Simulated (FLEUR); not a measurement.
# Collinear magnetic orders of free-standing triangular Ni monolayer, spacing 2.48 A with FLEUR, part 2 of 2

Wanted: the moments of free-standing triangular Ni monolayer, spacing 2.48 A and the energy of each order that was tried.

FLEUR MaX-R8.1; PBE; all-electron FLAPW film, Dirac cores, scalar-relativistic bands.

So far, largest spin moment in the muffin-tin sphere (μB): step 2 (order 1, typed as ferro +) 0.981; step 3 (start 2: antiferro q=(0,1/2,0) +-) 0.472.

**4. Start 3: no spin polarisation**

A spinless run gives the zero against which the gain from the moments is read.

The k list default-1 (kpts.xml, not shown) is a Γ-centred 16×16×1 mesh.

File inp.xml:

```
<?xml version="1.0" encoding="UTF-8" standalone="no"?>
<fleurInput fleurInputVersion="0.39">
   <comment>
      Ni
   </comment>
   <calculationSetup>
      <cutoffs Kmax="3.68" Gmax="11.0" GmaxXC="11.0" numbands="0"/>
      <scfLoop itmax="120" minDistance="0.00002" maxIterBroyd="8" imix="Anderson" alpha="0.03" precondParam="0.0" spinf="2.0" sdNocoIR="T"/>
      <coreElectrons ctail="T" frcor="F" kcrel="0" coretail_lmax="0"/>
      <xcFunctional name="pbe" relativisticCorrections="F"/>
      <magnetism jspins="1"/>
      <soc l_soc="F" theta="0.0" phi="0.0" spav="F"/>
      <expertModes spex="0" secvar="F"/>
      <geometryOptimization l_f="F" forcealpha="1.0" forcemix="BFGS" epsdisp="0.00001" epsforce="0.00001"/>
      <ldaU l_linMix="F" mixParam="0.05" spinf="1.0"/>
   </calculationSetup>
   <cell>
      <bzIntegration valenceElectrons="18.0" mode="gauss" fermiSmearingEnergy="0.00293995">
         <kPointListSelection listName="default-1"/>
         <xi:include xmlns:xi="http://www.w3.org/2001/XInclude" href="kpts.xml"> </xi:include>
      </bzIntegration>
      <xi:include xmlns:xi="http://www.w3.org/2001/XInclude" href="sym.xml"> </xi:include>
      <filmLattice scale="1.0" dVac="5.26" dTilda="7.76">
         <bravaisMatrixFilm>
            <row-1>    4.6865207874962183     0.0000000003590480</row-1>
            <row-2>   -2.3432603940504655     4.0586460571606127</row-2>
         </bravaisMatrixFilm>
         <vacuumEnergyParameters vacuum="1" spinUp="-.25" spinDown="-.25"/>
      </filmLattice>
   </cell>
   <atomSpecies>
      <species name="Nickel (Ni)" element="Ni" atomicNumber="28">
         <mtSphere radius="2.23" gridPoints="737" logIncrement="0.017"/>
         <atomicCutoffs lmax="8" lnonsphr="6"/>
         <electronConfig flipSpins="F">
            <coreConfig>(1s1/2) (2s1/2) (2p1/2) (2p3/2)</coreConfig>
            <valenceConfig>(3s1/2) (3p1/2) (3p3/2) (4s1/2) (3d3/2) (3d5/2)</valenceConfig>
            <stateOccupation state="(3d3/2)" spinUp="1.600000" spinDown="1.600000"/>
            <stateOccupation state="(3d5/2)" spinUp="2.400000" spinDown="2.400000"/>
         </electronConfig>
         <energyParameters s="4" p="4" d="3" f="4"/>
         <lo type="SCLO" l="0" n="3" eDeriv="0"/>
         <lo type="SCLO" l="1" n="3" eDeriv="0"/>
      </species>
   </atomSpecies>
   <atomGroups>
      <atomGroup species="Nickel (Ni)">
         <filmPos label="                   1">.0000000000 .0000000000 .0000000000</filmPos>
         <force calculate="T" relaxXYZ="TTT"/>
      </atomGroup>
   </atomGroups>
   <output dos="F" band="F" slice="F">
      <bandDOS minEnergy="-.5*Htr" maxEnergy="0.5*Htr" sigma="0.015" storeEVData="T"/>
      <plotting iplot="0" polar="F">
         <plot TwoD="T" vec1="  1.0  0.0  0.0" vec2="  0.0  1.0  0.0" vec3="  0.0  0.0  1.0" zero="  0.0  0.0 -0.5" file="plot"/>
      </plotting>
      <moessbauerParams electricFieldGradient="F" isomerShift="F" coreHyperfine="F" valenceHyperfine="F"/>
   </output>
</fleurInput>
```

File crystal.txt:

```
Ni
&input film=T cartesian=F /
2.47999999920  0.00000000019  0.00000000000
-1.23999999976  2.14774300060  0.00000000000
0.00000000000  0.00000000000  1.00000000000
1.8897261246
1.0 1.0 1.0

1
28 0.00000000000  0.00000000000  0.00000000000

&kpt div1=16 div2=16 div3=1 gamma=T /
```

Command:

```
$ OMP_NUM_THREADS=1 inpgen -f crystal.txt > inpgen.log  # inp.xml is then edited as shown
$ OMP_NUM_THREADS=1 mpirun -n 4 fleur_MPI > fleur.log
```

What it wrote:

```text
[banner, memory and clock lines left out]
Welcome to FLEUR        (www.flapw.de)
      MaX-Release 8.1          (www.max-centre.eu)

 ========== k-point set info ==========
 Selected k-point list: default-1
 k-point list type: mesh
 0 x 0 x 0
 Number of k points: 32

 [... set-up left out ...]
 Iteration:     1   Distance:      27.21504687 me/bohr^3
 Iteration:     2   Distance:      23.38877238 me/bohr^3
 Iteration:     3   Distance:      12.34682733 me/bohr^3
 Iteration:     4   Distance:      11.91265742 me/bohr^3
 Iteration:     5   Distance:       3.92112509 me/bohr^3
[...]
[... left out ...]
         <FermiEnergy value="-0.2069560800" units="Htr"/>
         [... left out ...]
         <totalEnergy value="    -1520.7795554423" units="Htr">
            <sumOfEigenvalues value="     -886.2567281368">
               <coreElectrons value="-860.7108121660"/>
               <valenceElectrons value="-25.5459159707"/>
            </sumOfEigenvalues>
         [... left out ...]
            <freeEnergy value="-1520.7795554423"/>
            <extrapolationTo0K value="-1520.7795554423"/>
         </totalEnergy>
         <densityConvergence units="me/bohr^3">
            <chargeDensity spin="1" distance="0.0000169665"/>
         </densityConvergence>
      </iteration>
```

Wall time 7 s (4 MPI ranks of Arm Neoverse V2, shared host); peak memory 0.16 GiB.

Numbers from this step:

* free energy: -41382.5199 eV
* program's band gap on this mesh (in a metal only a level spacing): 0 eV
* final state: non-magnetic (no spin polarisation)

It lies 123 meV a seeded atom over the first start.

**5. A faulty input**

An input with a fault is tried, to see how the program answers.

File inp.xml:

```
<?xml version="1.0" encoding="UTF-8" standalone="no"?>
<fleurInput fleurInputVersion="0.39">
   <comment>
      Ni
   </comment>
   <calculationSetup>
      <cutoffs Kmax="3.68" Gmax="11.0" GmaxXC="11.0" numbands="0"/>
      <scfLoop itmax="50" minDistance="0.00002" maxIterBroyd="8" imix="Anderson" alpha="0.03" precondParam="0.0" spinf="2.0" sdNocoIR="T"/>
      <coreElectrons ctail="T" frcor="F" kcrel="0" coretail_lmax="0"/>
      <xcFunctional name="pbe96" relativisticCorrections="F"/>
      <magnetism jspins="2"/>
      <soc l_soc="F" theta="0.0" phi="0.0" spav="F"/>
      <expertModes spex="0" secvar="F"/>
      <geometryOptimization l_f="F" forcealpha="1.0" forcemix="BFGS" epsdisp="0.00001" epsforce="0.00001"/>
      <ldaU l_linMix="F" mixParam="0.05" spinf="1.0"/>
   </calculationSetup>
   <cell>
      <bzIntegration valenceElectrons="18.0" mode="gauss" fermiSmearingEnergy="0.00293995">
         <kPointListSelection listName="default-1"/>
         <xi:include xmlns:xi="http://www.w3.org/2001/XInclude" href="kpts.xml"> </xi:include>
      </bzIntegration>
      <xi:include xmlns:xi="http://www.w3.org/2001/XInclude" href="sym.xml"> </xi:include>
      <filmLattice scale="1.0" dVac="5.26" dTilda="7.76">
         <bravaisMatrixFilm>
            <row-1>    4.6865207874962183     0.0000000003590480</row-1>
            <row-2>   -2.3432603940504655     4.0586460571606127</row-2>
         </bravaisMatrixFilm>
         <vacuumEnergyParameters vacuum="1" spinUp="-.25" spinDown="-.25"/>
      </filmLattice>
   </cell>
   <atomSpecies>
      <species name="Nickel (Ni1.000" element="Ni" atomicNumber="28">
         <mtSphere radius="2.23" gridPoints="737" logIncrement="0.017"/>
         <atomicCutoffs lmax="8" lnonsphr="6"/>
         <electronConfig flipSpins="F">
            <coreConfig>(1s1/2) (2s1/2) (2p1/2) (2p3/2)</coreConfig>
            <valenceConfig>(3s1/2) (3p1/2) (3p3/2) (4s1/2) (3d3/2) (3d5/2)</valenceConfig>
            <stateOccupation state="(3d3/2)" spinUp="1.6" spinDown="1.6"/>
            <stateOccupation state="(3d5/2)" spinUp="2.9" spinDown="1.9"/>
         </electronConfig>
         <energyParameters s="4" p="4" d="3" f="4"/>
         <lo type="SCLO" l="0" n="3" eDeriv="0"/>
         <lo type="SCLO" l="1" n="3" eDeriv="0"/>
      </species>
   </atomSpecies>
   <atomGroups>
      <atomGroup species="Nickel (Ni1.000">
         <filmPos label="                   1">.0000000000 .0000000000 .0000000000</filmPos>
         <force calculate="T" relaxXYZ="TTT"/>
      </atomGroup>
   </atomGroups>
   <output dos="F" band="F" slice="F">
      <bandDOS minEnergy="-.5*Htr" maxEnergy="0.5*Htr" sigma="0.015" storeEVData="T"/>
      <plotting iplot="0" polar="F">
         <plot TwoD="T" vec1="  1.0  0.0  0.0" vec2="  0.0  1.0  0.0" vec3="  0.0  0.0  1.0" zero="  0.0  0.0 -0.5" file="plot"/>
      </plotting>
      <moessbauerParams electricFieldGradient="F" isomerShift="F" coreHyperfine="F" valenceHyperfine="F"/>
   </output>
</fleurInput>
```

File crystal.txt:

```
Ni
&input film=T cartesian=F /
2.47999999920  0.00000000019  0.00000000000
-1.23999999976  2.14774300060  0.00000000000
0.00000000000  0.00000000000  1.00000000000
1.8897261246
1.0 1.0 1.0

1
28 0.00000000000  0.00000000000  0.00000000000 : 1.000

&kpt div1=16 div2=16 div3=1 gamma=T /
```

What it wrote:

```text
Welcome to FLEUR        (www.flapw.de)
      MaX-Release 8.1          (www.max-centre.eu)
inp.xml:10: Schemas validity error : Element 'xcFunctional', attribute 'name': [facet 'enumeration'] The value 'pbe96' is not an element of the set {'x-a', 'mjw', 'pz', 'bh', 'wign', 'hl', 'vwn', 'xal', 'l91', 'pw91', 'pbe', 'rpbe', 'Rpbe', 'wc', 'PBEs', 'pbe0', 'hse', 'vhse', 'lhse', 'hf', 'LibXC'}.
**************FLEUR-Error*****************
Error message: XML document cannot be validated against Schema.
Error occurred in subroutine: xml%ValidateDoc
Hint: If there are no details listed above this message use 'xmllint --xinclude --schema FleurInputSchema.xsd inp.xml'.
Error from PE:0/4
*****************************************

Memory (rank 0): 0.026 GB (peak 0.025 GB)
```

Run time: 2.5 s. Hardware: 4 MPI ranks; peak memory 0.1 GiB.

The program refused the input before any cycle.

The program's message: “XML document cannot be validated against Schema.”

The fault in the input: an unknown functional.

The functional must be one that the program lists.

**6. The states side by side**

Free energies are divided by the number of seeded atoms, so that cells of unlike size compare. Wavevectors q in the names are fractions of the primitive cell's reciprocal vectors.

Orders:

| start | final state | typed order kept | energy over the lowest (meV a seeded atom) | largest sphere moment (μB) | net moment (μB a primitive cell) | mesh matched | CPU time (s) |
| --- | --- | --- | --- | --- | --- | --- | --- |
| ferro + | ferromagnetic | yes | 0 | 0.9814 | 0.9314 | yes | 63.76 |
| antiferro q=(0,1/2,0) +- | antiferromagnetic | yes | 83.99 | 0.4717 | 0 | yes | 397.7 |
| no spin polarisation | non-magnetic | - | 123.2 | 0 | 0 | yes | 27.81 |

**7. Spin–orbit coupling, moments along z**

Spin–orbit coupling ties the spins to the lattice and lets orbital moments form.

A new self-consistent run of the start ferro +, with the moments along z.

File inp.xml:

```
<?xml version="1.0" encoding="UTF-8" standalone="no"?>
<fleurInput fleurInputVersion="0.39">
   <comment>
      Ni
   </comment>
   <calculationSetup>
      <cutoffs Kmax="3.68" Gmax="11.0" GmaxXC="11.0" numbands="38"/>
      <scfLoop itmax="120" minDistance="0.00002" maxIterBroyd="8" imix="Anderson" alpha="0.03" precondParam="0.0" spinf="2.0" sdNocoIR="T"/>
      <coreElectrons ctail="T" frcor="F" kcrel="0" coretail_lmax="0"/>
      <xcFunctional name="pbe" relativisticCorrections="F"/>
      <magnetism jspins="2"/>
      <soc l_soc="T" theta="0.0" phi="0.0" spav="F"/>
      <expertModes spex="0" secvar="F"/>
      <geometryOptimization l_f="F" forcealpha="1.0" forcemix="BFGS" epsdisp="0.00001" epsforce="0.00001"/>
      <ldaU l_linMix="F" mixParam="0.05" spinf="1.0"/>
   </calculationSetup>
   <cell>
      <bzIntegration valenceElectrons="18.0" mode="gauss" fermiSmearingEnergy="0.00293995">
         <kPointListSelection listName="default-1"/>
         <xi:include xmlns:xi="http://www.w3.org/2001/XInclude" href="kpts.xml"> </xi:include>
      </bzIntegration>
      <xi:include xmlns:xi="http://www.w3.org/2001/XInclude" href="sym.xml"> </xi:include>
      <filmLattice scale="1.0" dVac="5.26" dTilda="7.76">
         <bravaisMatrixFilm>
            <row-1>    4.6865207874962183     0.0000000003590480</row-1>
            <row-2>   -2.3432603940504655     4.0586460571606127</row-2>
         </bravaisMatrixFilm>
         <vacuumEnergyParameters vacuum="1" spinUp="-.25" spinDown="-.25"/>
      </filmLattice>
   </cell>
   <atomSpecies>
      <species name="Nickel (Ni1.000" element="Ni" atomicNumber="28">
         <mtSphere radius="2.23" gridPoints="737" logIncrement="0.017"/>
         <atomicCutoffs lmax="8" lnonsphr="6"/>
         <electronConfig flipSpins="F">
            <coreConfig>(1s1/2) (2s1/2) (2p1/2) (2p3/2)</coreConfig>
            <valenceConfig>(3s1/2) (3p1/2) (3p3/2) (4s1/2) (3d3/2) (3d5/2)</valenceConfig>
            <stateOccupation state="(3d3/2)" spinUp="1.6" spinDown="1.6"/>
            <stateOccupation state="(3d5/2)" spinUp="2.9" spinDown="1.9"/>
         </electronConfig>
         <energyParameters s="4" p="4" d="3" f="4"/>
         <lo type="SCLO" l="0" n="3" eDeriv="0"/>
         <lo type="SCLO" l="1" n="3" eDeriv="0"/>
      </species>
   </atomSpecies>
   <atomGroups>
      <atomGroup species="Nickel (Ni1.000">
         <filmPos label="                   1">.0000000000 .0000000000 .0000000000</filmPos>
         <force calculate="T" relaxXYZ="TTT"/>
      </atomGroup>
   </atomGroups>
   <output dos="F" band="F" slice="F">
      <bandDOS minEnergy="-.5*Htr" maxEnergy="0.5*Htr" sigma="0.015" storeEVData="T"/>
      <plotting iplot="0" polar="F">
         <plot TwoD="T" vec1="  1.0  0.0  0.0" vec2="  0.0  1.0  0.0" vec3="  0.0  0.0  1.0" zero="  0.0  0.0 -0.5" file="plot"/>
      </plotting>
      <moessbauerParams electricFieldGradient="F" isomerShift="F" coreHyperfine="F" valenceHyperfine="F"/>
   </output>
</fleurInput>
```

File crystal.txt:

```
Ni
&input film=T cartesian=F /
2.47999999920  0.00000000019  0.00000000000
-1.23999999976  2.14774300060  0.00000000000
0.00000000000  0.00000000000  1.00000000000
1.8897261246
1.0 1.0 1.0

1
28 0.00000000000  0.00000000000  0.00000000000 : 1.000

&soc 0.0000000 0.0000000 /
&kpt div1=16 div2=16 div3=1 gamma=T /
```

What it wrote:

```text
[banner, memory and clock lines left out]
Welcome to FLEUR        (www.flapw.de)
      MaX-Release 8.1          (www.max-centre.eu)

 ========== k-point set info ==========
 Selected k-point list: default-1
 k-point list type: mesh
 16 x 16 x 1
 Number of k points: 44

 [... set-up left out ...]
 Iteration:     1   Distance:      22.77219909 me/bohr^3
 Iteration:     2   Distance:      19.19399241 me/bohr^3
 Iteration:     3   Distance:       9.23497074 me/bohr^3
 Iteration:     4   Distance:      10.15365002 me/bohr^3
 Iteration:     5   Distance:      10.02410531 me/bohr^3
 Iteration:     6   Distance:       6.89499821 me/bohr^3
 Iteration:     7   Distance:       4.17779045 me/bohr^3
 Iteration:     8   Distance:       4.31421849 me/bohr^3
 Iteration:     9   Distance:       4.02594487 me/bohr^3
 Iteration:    10   Distance:       1.81929297 me/bohr^3
[... 13 iterations left out ...]
 Iteration:    24   Distance:       0.00195619 me/bohr^3
 Iteration:    25   Distance:       0.00151332 me/bohr^3
 Iteration:    26   Distance:       0.00023930 me/bohr^3
 Iteration:    27   Distance:       0.00101329 me/bohr^3
 Iteration:    28   Distance:       0.00022427 me/bohr^3
 Iteration:    29   Distance:       0.00006815 me/bohr^3
 Iteration:    30   Distance:       0.00006778 me/bohr^3
 Iteration:    31   Distance:       0.00006265 me/bohr^3
 Iteration:    32   Distance:       0.00002257 me/bohr^3
 Iteration:    33   Distance:       0.00000375 me/bohr^3

 ********************************************************************
 Run finished successfully
 Stop message:
   all done
 ********************************************************************

--- out.xml (last complete iteration) ---
<iteration numberForCurrentRun="   33" overallNumber="   33">
         [... left out ...]
         <FermiEnergy value="-0.1968476993" units="Htr"/>
         [... left out ...]
         <magneticMomentsInMTSpheres units="muBohr">
            <globalMagMoment atomType="1" vec="0.00000   0.00000   0.96340"/>
         </magneticMomentsInMTSpheres>
         <orbitalMomentsInMTSpheres units="muBohr">
            <globalMagMoment atomType="1" vec="0.00000   0.00000   0.07737"/>
         </orbitalMomentsInMTSpheres>
         [... left out ...]
         <totalEnergy value="    -1520.7849949474" units="Htr">
            <sumOfEigenvalues value="     -886.4041550508">
               <coreElectrons value="-860.7615936980"/>
               <valenceElectrons value="-25.6425613528"/>
            </sumOfEigenvalues>
         [... left out ...]
            <freeEnergy value="-1520.7849949474"/>
            <extrapolationTo0K value="-1520.7849949474"/>
         </totalEnergy>
         <densityConvergence units="me/bohr^3">
            <chargeDensity spin="1" distance="0.0000022124"/>
            <chargeDensity spin="2" distance="0.0000023255"/>
            <overallChargeDensity distance="0.0000037495"/>
            <spinDensity distance="0.0000025587"/>
         </densityConvergence>
      </iteration>
```

It took 22 s on 4 MPI ranks; peak memory 0.21 GiB; 86 s of CPU time.

Numbers from this step:

- free energy: -41382.6679 eV
- program's band gap on this mesh (in a metal only a level spacing): 0 eV
- magnetization: 0.9127 μB
- final state: ferromagnetic
- largest moment: 0.9634 μB
- orbital moment along the spin: 0.07737 μB

Orbital moment in the sphere, along the spin axis by atom:

| atom | orbital moment in the sphere, along the spin axis (μB) |
| --- | --- |
| Ni1 | 0.0774 |

**8. What came out**

```
lowest state found                                                          : ferromagnetic (typed ferro +)
largest site spin moment                                                    : 0.981 μB
next finished state                                                         : antiferromagnetic, 84.0 meV a seeded atom higher
energy gained by spin polarisation                                          : 123 meV a seeded atom
orbital moment on the atom of largest spin, along its spin (spin–orbit run) : 0.0774 μB
```

**Reading.** The lowest state found is ferromagnetic, reached from the start ferro +, with moments up to 0.981 μB. The next finished state costs 84 meV a seeded atom. The orbital moment is parallel to the spin, as Hund's third rule has it for a shell over half filled. Only 3 starts were tried; other patterns of signs, canted and longer-period orders were not. The smearing is not Fermi–Dirac, so its width is no temperature.

[Logs and program files are shortened in this print: banners, set-up blocks, solver, clock and traceback lines can be left out without a mark of their own.]

[Logs are printed without paths, hosts, clocks, repeated set-up lines and the standing remarks that a program may print on its own settings, such as how far it seeks lower states.]

[Hosts, paths, dates, database ids (printed as entryN), source tags and the programs' standing remarks are cut or masked in the printed files.]

[Where a cell is said to come from a database of computed structures, the database is the Materials Project.]
